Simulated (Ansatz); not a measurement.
A crystal relaxed with r2SCAN+rVV10 in the PAW code Ansatz has space group Pm-3m (No. 221) and a = 3.794 Å.

| atom | site | x | y | z |
| --- | --- | --- | --- | --- |
| Tl | 1a | 0.0000 | 0.0000 | 0.0000 |
| Xx | 1b | 0.5000 | 0.5000 | 0.5000 |

With r2SCAN the gap is 2.42 eV and direct, at X. HSE06 gives a direct gap of 2.74 eV at X. Meshes: r2SCAN 6×6×6, HSE06 4×4×4. r2SCAN's ε∞ is 5.1 in all directions.

**Question.** Which element is Xx?
A. H
B. I
C. Cl
D. Br

**Answer.** C. Xx is Cl: a 2-atom cell of TlCl (Pm-3m) from a materials database. Around Tl lie 8 Cl at 3.29 Å; around Cl lie 8 Tl at 3.29 Å.

The values are computed, spin-unpolarised, and not measurements.

Spin-orbit coupling is left out; in compounds of Pb, Bi, Tl or Hg it can lower a gap by up to about 1 eV, split its edges or invert the bands.

The meshes of the hybrids are coarse, so their gaps aren't converged to the digits shown.
